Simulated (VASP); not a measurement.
# Zr (P6/mmm) in VASP: further runs

The runs below take Zr through relaxation of cell and atoms, with LDA.

All numbers are computed with VASP 6.6.1; they aren't measurements. Logs are shortened: lines on timing, memory, paths and dates and some standing lists are left out, and cuts for length are marked.

### Step 1. The crystal as given

Symmetry: P6/mmm, No. 191, hexagonal system. Conventional cell: a = 5.033 Å, b = 5.033 Å, c = 3.132 Å, α = 90.00°, β = 90.00°, γ = 120.00°. Around Zr (site symmetry -6m2) lie 11 Zr at 2.91 to 3.30 Å. Around Zr (site symmetry 6/mmm) lie 14 Zr at 3.13 to 3.30 Å.

The cell was built by a generator and needn't be a form met in nature.

### Step 2. Relaxation of cell and atoms, LDA, target pressure 17 GPa, at which the enthalpy is minimised

INCAR reads:

```
PREC     = Accurate       # precision mode
ENCUT    = 600            # plane-wave cutoff, eV
EDIFF    = 1E-6           # SCF threshold, eV
ISMEAR   = 1              # smearing method
SIGMA    = 0.1            # smearing width, eV
LREAL    = False          # projectors in reciprocal space
LASPH    = True           # aspherical terms in the spheres
NELM     = 80             # most SCF steps
ALGO     = Normal         # electronic algorithm
ISIF     = 3              # what is computed and relaxed
LWAVE    = False          # write WAVECAR
LCHARG   = False          # write CHGCAR
IBRION   = 2              # ionic algorithm
NSW      = 90             # ionic steps
EDIFFG   = -0.01          # ionic threshold
PSTRESS  = 170.0
```

KPOINTS reads:

```
Automatic mesh
0
Gamma
  9 9 12
```

POSCAR reads:

```
Zr
1.0
    5.0328000000      0.0000000000      0.0000000000
   -2.5164000000      4.3585326500      0.0000000000
    0.0000000000      0.0000000000      3.1324000000
Zr
3
Direct
    0.6666666700      0.3333333300      0.5000000000
    0.3333333300      0.6666666700      0.5000000000
    0.0000000000      0.0000000000      0.0000000000
```

Potentials or basis: VASP PAW LDA potentials, release 64 (Zr_sv).

Started as:

```
> cat potpaw_LDA.64/Zr_sv/POTCAR > POTCAR
> mpirun -np 1 vasp_std > vasp.out
```

OUTCAR:

```text
PREC = Accurate
   ENCUT = 600
   EDIFF = 1E-6
   ISMEAR = 1
   LREAL = False
   LASPH = True
   NELM = 80
   ISIF = 3
   IBRION = 2
   NSW = 90
   EDIFFG = -0.01
   PSTRESS = 170.0

 ion  position               nearest neighbor table
   1  0.667  0.333  0.500-   2 2.91   2 2.91   2 2.91   3 3.30   3 3.30   3 3.30   3 3.30   3 3.30
                             3 3.30
   2  0.333  0.667  0.500-   1 2.91   1 2.91   1 2.91   3 3.30   3 3.30   3 3.30   3 3.30   3 3.30
                             3 3.30
   3  0.000  0.000  0.000-   1 3.30   2 3.30   1 3.30   2 3.30   2 3.30   2 3.30   1 3.30   1 3.30
                             1 3.30   1 3.30   2 3.30   2 3.30

  LATTYP: Found a hexagonal cell.
 ALAT       =     5.0328000000
 C/A-ratio  =     0.6223970752

  Lattice vectors:

 A1 = (   5.0328000000,   0.0000000000,   0.0000000000)
 A2 = (  -2.5164000000,   4.3585326500,   0.0000000000)
 A3 = (   0.0000000000,   0.0000000000,   3.1324000000)

Analysis of symmetry for initial positions (statically):
=====================================================================
 Subroutine PRICEL returns:
 Original cell was already a primitive cell.

 Routine SETGRP: Setting up the symmetry group for a
 hexagonal supercell.

 Subroutine GETGRP returns: Found 24 space group operations
 (whereof 24 operations were pure point group operations)
 out of a pool of 24 trial point group operations.

The static configuration has the point symmetry D_6h.

Analysis of symmetry for dynamics (positions and initial velocities):
=====================================================================
 Subroutine PRICEL returns:
 Original cell was already a primitive cell.

 Routine SETGRP: Setting up the symmetry group for a
 hexagonal supercell.

 Subroutine GETGRP returns: Found 24 space group operations
 (whereof 24 operations were pure point group operations)
 out of a pool of 24 trial point group operations.

The dynamic configuration has the point symmetry D_6h.

 Subroutine INISYM returns: Found 24 space group operations
 (whereof 24 operations are pure point group operations),
 and found     1 'primitive' translations

----------------------------------------------------------------------------------------

                                     Primitive cell

  volume of cell :      68.7111

  direct lattice vectors                    reciprocal lattice vectors
     5.032800000  0.000000000  0.000000000     0.198696551  0.114717507  0.000000000
    -2.516400000  4.358532650  0.000000000     0.000000000  0.229435014  0.000000000
     0.000000000  0.000000000  3.132400000     0.000000000  0.000000000  0.319244030

  length of vectors
     5.032800000  5.032799998  3.132400000     0.229435014  0.229435014  0.319244030

  position of ions in fractional coordinates (direct lattice)
     0.666666670  0.333333330  0.500000000
     0.333333330  0.666666670  0.500000000
     0.000000000  0.000000000  0.000000000

  ion indices of the primitive-cell ions
   primitive index   ion index
                 1           1
                 2           2
                 3           3

----------------------------------------------------------------------------------------

 KPOINTS: Automatic mesh

Automatic generation of k-mesh.
 Grid dimensions read from file:
 generate k-points for:    9    9   12

 Generating k-lattice:

  Cartesian coordinates                     Fractional coordinates (reciprocal lattice)
     0.022077395  0.012746390  0.000000000     0.111111111 -0.000000000  0.000000000
     0.000000000  0.025492779  0.000000000     0.000000000  0.111111111  0.000000000
     0.000000000  0.000000000  0.026603669     0.000000000  0.000000000  0.083333333

  Length of vectors
     0.025492779  0.025492779  0.026603669

  Shift w.r.t. Gamma in fractional coordinates (k-lattice)
     0.000000000  0.000000000  0.000000000

 Subroutine IBZKPT returns following result:
 ===========================================

 Found     84 irreducible k-points:

 Following reciprocal coordinates:
            Coordinates               Weight
  0.000000  0.000000  0.000000      1.000000
  0.111111  0.000000  0.000000      6.000000
  0.222222  0.000000  0.000000      6.000000
  0.333333 -0.000000  0.000000      6.000000
  0.444444  0.000000  0.000000      6.000000
  0.111111  0.111111  0.000000      6.000000
[... 16 lines left out ...]
  0.333333  0.222222  0.083333     24.000000
  0.333333  0.333333  0.083333      4.000000
 [... further k-points ...]
   k-points           NKPTS =     84   k-points in BZ     NKDIM =     84   number of bands    NBANDS=     22
   number of dos      NEDOS =    301   number of ions     NIONS =      3
   total plane-waves  NPLWV =  44800
   dimension x,y,z NGX =    40 NGY =   40 NGZ =   28
   dimension x,y,z NGXF=    80 NGYF=   80 NGZF=   56
   ions per type =               3
   NGX,Y,Z   is equivalent  to a cutoff of  13.21, 13.21, 14.86 a.u.
   NGXF,Y,Z  is equivalent  to a cutoff of  26.43, 26.43, 29.72 a.u.
 SYSTEM =  unknown system
   PREC   = accura    normal or accurate (medium, high low for compatibility)
   ISTART =      0    job   : 0-new  1-cont  2-samecut
   ICHARG =      2    charge: 1-file 2-atom 10-const
   ISPIN  =      1    spin polarized calculation?
   LNONCOLLINEAR =      F non collinear calculations
   LSORBIT =      F    spin-orbit coupling
   LASPH  =      T    aspherical Exc in radial PAW
   ENCUT  =  600.0 eV  44.10 Ry    6.64 a.u.  10.05 10.05  6.26*2*pi/ulx,y,z
   NELM   =     80;   NELMIN=  2; NELMDL= -5     # of ELM steps
   EDIFF  = 0.1E-05   stopping-criterion for ELM
   LREAL  =      F    real-space projection
   EDIFFG = -.1E-01   stopping-criterion for IOM
   NSW    =     90    number of steps for IOM
   IBRION =      2    ionic relax: 0-MD 1-quasi-New 2-CG
   NFREE  =      1    steps in history (QN), initial steepest desc. (CG)
   ISIF   =      3    stress and relaxation
   ISYM   =      2    0-nonsym 1-usesym 2-fastsym
   POTIM  = 0.5000    time-step for ionic-motion
   TEBEG  =    0.0;   TEEND  =   0.0 temperature during run
   PSTRESS=  170.0 pullay stress
   NELECT =      36.0000    total number of electrons
   NUPDOWN=      -1.0000    fix difference up-down
   EMIN   =  10.00;   EMAX   =-10.00  energy-range for DOS
[... 5 lines left out ...]
     AMIX     =   0.40;   BMIX     =  1.00
     AMIX_MAG =   1.60;   BMIX_MAG =  1.00
  volume/ion in A,a.u.               =      22.90       154.56
  Fermi-wavevector in a.u.,A,eV,Ry     =   1.319775  2.494013 23.698714  1.741806
  Thomas-Fermi vector in A             =   2.449649
   LORBIT       =      0    0 simple, 1 ext, 2 COOP (PROOUT), +10 PAW based schemes
   GGA     = CA    functional components
   LHFCALC =     F    Hartree Fock is set to
   AEXX    =    0.0000 exact exchange contribution
   IVDW    =     0    specifies the selected vdW correction
   LEPSILON=     F    determine dielectric tensor
   LRPA    =     F    only Hartree local field effects (RPA)
 conjugate gradient relaxation of ions
 non-spin polarized calculation
 Methfessel and Paxton  Order N= 1 SIGMA  =   0.10
  energy-cutoff  :      600.00
  volume of cell :       68.71
 maximum number of plane-waves:      2328
   NGX = 21   NGY = 21   NGZ = 13

--------------------------------------- Ionic step        1  -------------------------------------------

 number of electron      36.0000000 magnetization

 Free energy of the ion-electron system (eV)
  ---------------------------------------------------
  ext. energy  EPLUGINS =         0.00000000
  ---------------------------------------------------
  free energy    TOTEN  =       -27.84710473 eV

  energy without entropy =      -27.84817143  energy(sigma->0) =      -27.84746030

 E-fermi :   8.8395     XC(G=0): -11.3674

 val. band max:        8.8220632224   @ k =   0.4444   0.1111   0.2500
 cond. band min:       8.8678634495   @ k =   0.0000   0.0000   0.0833
 fundamental gap:      0.0458002270
 Fermi energy:         8.8394614915

 k-point     1 :       0.0000    0.0000    0.0000
  band No.  band energies     occupation
      1     -39.7416      2.00000
      2     -39.4526      2.00000
      3     -39.2517      2.00000
      4     -18.0306      2.00000
      5     -18.0306      2.00000
      6     -18.0069      2.00000
[... 14 lines left out ...]
     21      10.4318     -0.00000
     22      10.4318     -0.00000
[... 552 lines left out ...]
  band No.  band energies     occupation
      1     -39.7192      2.00000
      2     -39.3588      2.00000
      3     -39.3588      2.00000
      4     -18.1165      2.00000
      5     -18.0696      2.00000
      6     -18.0696      2.00000
[... 14 lines left out ...]
     21       9.3529     -0.00000
     22      10.4768     -0.00000

 [... further k-points ...]
[... 5 lines left out ...]
  --------------------------------------------------------------------------------------
  -------------------------------------------------------------------------------------
  Total       -2.6344303     -2.6344303     -2.1354681     -0.0000000     -0.0000000      0.0000000
  in kB      -61.4285274    -61.4285274    -49.7939389     -0.0000000     -0.0000000      0.0000000
  external PRESSURE =    -227.5503312 kB  Pullay stress =     170.0000000 kB

 VOLUME and BASIS-vectors are now :
 -----------------------------------------------------------------------------
  energy-cutoff  :      600.00
  volume of cell :       68.71
      direct lattice vectors                 reciprocal lattice vectors
     5.032800000  0.000000000  0.000000000     0.198696551  0.114717507  0.000000000
    -2.516400000  4.358532650  0.000000000     0.000000000  0.229435014  0.000000000
     0.000000000  0.000000000  3.132400000     0.000000000  0.000000000  0.319244030
[... 165 lines left out ...]
  FREE ENERGIE OF THE ION-ELECTRON SYSTEM (eV)
  ---------------------------------------------------
  free  energy   TOTEN  =       -27.5501323468 eV

  energy  without entropy=      -27.5499525806  energy(sigma->0) =      -27.55007242

  enthalpy is  TOTEN    =       -21.4940227032 eV   P V=        6.0561096436

--------------------------------------- Ionic step        6  -------------------------------------------

 number of electron      36.0000000 magnetization

 Free energy of the ion-electron system (eV)
  ---------------------------------------------------
  ext. energy  EPLUGINS =         0.00000000
  ---------------------------------------------------
  free energy    TOTEN  =       -27.55042615 eV

  energy without entropy =      -27.55022346  energy(sigma->0) =      -27.55035859

 E-fermi :  11.0398     XC(G=0): -12.2424

 val. band max:       11.0248966792   @ k =   0.4444   0.0000   0.0833
 cond. band min:      11.0504354468   @ k =   0.3333   0.2222   0.2500
 fundamental gap:      0.0255387676
 Fermi energy:        11.0397815965

 k-point     1 :       0.0000    0.0000    0.0000
  band No.  band energies     occupation
      1     -37.1623      2.00000
      2     -36.8483      2.00000
      3     -36.5470      2.00000
      4     -15.8028      2.00000
      5     -15.8028      2.00000
      6     -15.5743      2.00000
[... 14 lines left out ...]
     21      12.9126     -0.00000
     22      12.9126     -0.00000
[... 552 lines left out ...]
  band No.  band energies     occupation
      1     -37.0222      2.00000
      2     -36.7617      2.00000
      3     -36.7617      2.00000
      4     -15.9876      2.00000
      5     -15.6987      2.00000
      6     -15.6987      2.00000
[... 14 lines left out ...]
     21      12.0109     -0.00000
     22      12.8818     -0.00000

 [... further k-points ...]
[... 5 lines left out ...]
  --------------------------------------------------------------------------------------
  -------------------------------------------------------------------------------------
  Total        6.0651752      6.0651752      6.0678201      0.0000000      0.0000000      0.0000000
  in kB      170.2477219    170.2477218    170.3219645      0.0000000      0.0000000      0.0000000
  external PRESSURE =       0.2724694 kB  Pullay stress =     170.0000000 kB

 VOLUME and BASIS-vectors are now :
 -----------------------------------------------------------------------------
  energy-cutoff  :      600.00
  volume of cell :       57.08
      direct lattice vectors                 reciprocal lattice vectors
     4.723534034  0.000000000 -0.000000000     0.211705895  0.122228456  0.000000000
    -2.361767017  4.090700466  0.000000000     0.000000000  0.244456911  0.000000000
     0.000000000 -0.000000000  2.953982320     0.000000000 -0.000000000  0.338526061

 POSITION                                       TOTAL-FORCE (eV/Angst)
 -----------------------------------------------------------------------------------
      2.36177      1.36357      1.47699         0.000000      0.000000     -0.000000
     -0.00000      2.72713      1.47699        -0.000000     -0.000000      0.000000
      0.00000     -0.00000      2.95398         0.000000     -0.000000      0.000000
 -----------------------------------------------------------------------------------
    total drift:                                0.000000     -0.000000      0.000000

  FREE ENERGIE OF THE ION-ELECTRON SYSTEM (eV)
  ---------------------------------------------------
  free  energy   TOTEN  =       -27.5504261490 eV

  energy  without entropy=      -27.5502234603  energy(sigma->0) =      -27.55035859

  enthalpy is  TOTEN    =       -21.4940762266 eV   P V=        6.0563499225

 reached required accuracy - stopping structural energy minimisation
```

Run time: 4.1 min. Hardware: 1 thread of Intel Xeon 6975P-C (Granite Rapids), shared host; peak memory 0.26 GiB.

What came out:

- Free energy: -27.5504 eV
- Relaxed volume: 19.03 Å³/atom
- Relaxed cell: a = 4.724 Å, b = 4.724 Å, c = 2.954 Å, α = 90.00°, β = 90.00°, γ = 120.00°
- Space group after relaxing (to 0.05 Å): P6/mmm (No. 191)
- Energy change on relaxing (the enthalpy is what falls): +98.9 meV/atom
- Ionic steps: 6
- Pressure after relaxing: 17.0 GPa
- Band gap on the k mesh: none (metal or under the smearing width)

Step by step:
```
step  energy change (eV)  largest force (eV/Å)  pressure (GPa)  volume (Å³)
   1              0.0000                0.0000           -5.76        68.71
   2              5.4350                0.0000          102.58        41.17
   3              0.1833                0.0000           13.77        58.26
   4              0.2738                0.0000           16.38        57.30
   5              0.2970                0.0000           17.01        57.08
   6              0.2967                0.0000           17.03        57.08
```

Final structure:
```cif
data_structure
_symmetry_space_group_name_H-M 'P 1'
_symmetry_Int_Tables_number 1
_cell_length_a 4.7235
_cell_length_b 4.7235
_cell_length_c 2.9540
_cell_angle_alpha 90.000
_cell_angle_beta 90.000
_cell_angle_gamma 120.000
_cell_volume 57.08
loop_
_atom_site_label
_atom_site_type_symbol
_atom_site_fract_x
_atom_site_fract_y
_atom_site_fract_z
_atom_site_occupancy
Zr1 Zr 0.66667 0.33333 0.50000 1
Zr2 Zr 0.33333 0.66667 0.50000 1
Zr3 Zr 0.00000 0.00000 0.00000 1
```

Caveat: the cell is relaxed towards a set pressure, so the enthalpy falls and the energy may rise; the volume moved by over 15 % at a fixed basis, so the end points are rough.

### Step 3. Relaxation of cell and atoms, LDA, target pressure 17 GPa, at which the enthalpy is minimised

This run uses another cell than the first one, of 19.03 Å³/atom, 0.831 times its volume.

Changes to INCAR since step 2:

```diff
@@ -2,3 +2,3 @@
 ENCUT    = 600            # plane-wave cutoff, eV
-EDIFF    = 1E-6           # SCF threshold, eV
+EDIFF    = 1E-7           # SCF threshold, eV
 ISMEAR   = 1              # smearing method
@@ -14,3 +14,3 @@
 NSW      = 90             # ionic steps
-EDIFFG   = -0.01          # ionic threshold
+EDIFFG   = -0.005         # ionic threshold
 PSTRESS  = 170.0
```

KPOINTS is that of step 2.

POSCAR reads:

```
Zr                                      
1.0
    4.7235340336      0.0000000000     -0.0000000000
   -2.3617670168      4.0907004664      0.0000000000
    0.0000000000     -0.0000000000      2.9539823200
  Zr            
     3
Direct
     0.6666666699999979    0.3333333300000021    0.5000000000000000
     0.3333333300000021    0.6666666699999979    0.5000000000000000
     0.0000000000000000    0.0000000000000000    1.0000000000000000
```

Potentials or basis: VASP PAW LDA potentials, release 64 (Zr_sv).

Started as:

```
> cat potpaw_LDA.64/Zr_sv/POTCAR > POTCAR
> mpirun -np 1 vasp_std > vasp.out
```

Run time: 54 s. Hardware: 1 thread of Intel Xeon 6975P-C (Granite Rapids), shared host; peak memory 0.22 GiB.

The run converged. Its results:

| Item | Value |
| --- | --- |
| Free energy | -27.5475 eV |
| Pressure after relaxing | 17.0 GPa |
| Band gap on the k mesh | none (metal or under the smearing width) |

Final structure:
```cif
data_structure
_symmetry_space_group_name_H-M 'P 1'
_symmetry_Int_Tables_number 1
_cell_length_a 4.7235
_cell_length_b 4.7235
_cell_length_c 2.9540
_cell_angle_alpha 90.000
_cell_angle_beta 90.000
_cell_angle_gamma 120.000
_cell_volume 57.08
loop_
_atom_site_label
_atom_site_type_symbol
_atom_site_fract_x
_atom_site_fract_y
_atom_site_fract_z
_atom_site_occupancy
Zr1 Zr 0.66667 0.33333 0.50000 1
Zr2 Zr 0.33333 0.66667 0.50000 1
Zr3 Zr 0.00000 0.00000 0.00000 1
```

Levels at points of the mesh, in eV from the Fermi level:
```csv
k point,band 16,band 17,band 18,band 19,band 20,band 21
"(0.00, 0.00, 0.00)",-0.33,-0.24,-0.24,-0.15,0.93,1.87
"(0.00, 0.00, 0.50)",-2.35,-1.83,-0.95,1.39,1.39,2.14
```

Caveat: the relaxation stopped at its first step, so nothing moved; the cell is relaxed towards a set pressure, so the enthalpy falls and the energy may rise.

(Continued in part 2 of 2.)
